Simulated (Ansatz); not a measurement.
A relaxed cell of CuO is given with its symmetry left out. The cell was found from a structure generator's guess, not taken from experiment.

Computed with DFT PBE, scalar-relativistic, plane waves, PAW in Ansatz 0.2.0. Cutoff 420 eV, Γ-centred mesh, Gaussian smearing, collinear spin.

```
Cu O
1.0
     2.64591    0.00000    0.00000
     0.00000    2.64591    0.00000
     0.00000    0.00000    2.64591
Cu O
1 1
Direct
  0.00000 0.00000 0.00000
  0.50000 0.50000 0.50000
```

Energies over the elements count from the elements' standard structures at the same level (O₂ as a molecule), with no fitted energy shifts.

(1) Find its symmetry and describe it.

(2) How far does it lie from the elements in energy?

(3) Is it a metal?

(4) Which magnetic moments does it keep?

Answers

(1) Pm-3m (No. 221), the caesium chloride type. Conventional cell: a = 2.646 Å. Cu has 8 O at 2.29 Å and 6 Cu at 2.65 Å; O is surrounded by 8 Cu at 2.29 Å and 6 O at 2.65 Å.

(2) +0.05 eV/atom. A positive value: parting into the elements would lower its energy.

(3) Yes, bands cross the Fermi level on the 20×20×20 mesh.

(4) 0.50 μB per atom net, the space between the atoms included; by site: Cu 0.5; O 0.6 μB.

The last run used collinear spin, a 20×20×20 mesh for its 2-atom cell and Gaussian smearing of 0.10 eV. In such compounds of Cu a zero gap at this level may well be an artefact, since no Hubbard U is applied. The magnetic state reached may not be the lowest. Symmetry constrained the relaxation, so the result can be a saddle point. Another cell of CuO relaxed alike but without spin, in Fm-3m, lies 0.44 eV/atom lower, so this cell isn't the stable form at this level.
